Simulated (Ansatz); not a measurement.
Crystal: Si2W.

```xyz
3
Lattice="-1.6069 1.6069 3.9150 1.6069 -1.6069 3.9150 1.6069 1.6069 -3.9150" Properties=species:S:1:pos:R:3 pbc="T T T"
W     0.0000    0.0000    0.0000
Si    0.0000    0.0000    5.2092
Si    0.0000    0.0000    2.6207
```

```yaml
Program: Ansatz 0.2.0
Task: relaxation of cell and atoms
Functional: BLYP
Potentials_or_basis: Ansatz PAW
Cutoff: "420 eV (not typed: the program's choice for these potentials)"
k_mesh: 12 × 12 × 12
Occupations: fermi-dirac, width 0.05 eV
Spin: no spin polarisation
```

At the start: volume 13.48 Å³/atom.

How do energy, volume and symmetry change on relaxing?

It ends after 7 steps and the volume is 14.29 Å³/atom (+6.0 %); space group I4/mmm (No. 139, to 0.05 Å).

The path:
```csv
step,energy change (eV),largest force (eV/Å),volume (Å³)
1,0.0000,0.0020,40.44
2,-0.0786,0.1541,43.55
3,-0.0876,0.0650,42.93
4,-0.0879,0.0209,42.86
5,-0.0879,0.0044,42.87
6,-0.0879,0.0001,42.88
7,-0.0889,0.0001,42.88
```

Final structure:
```
W Si
1.0
    -1.64233    1.64233    3.97410
     1.64233   -1.64233    3.97410
     1.64233    1.64233   -3.97410
W Si
1 2
Direct
  0.00000 0.00000 0.00000
  0.66414 0.66414 0.00000
  0.33586 0.33586 0.00000
```

Caveat: the plane-wave basis is chosen anew once the cell has moved, so the energies of steps on either side of that aren't comparable; the PAW data sets come from PBE, with cores solved anew for the run's functional, which leaves a small shift of forces and pressure.
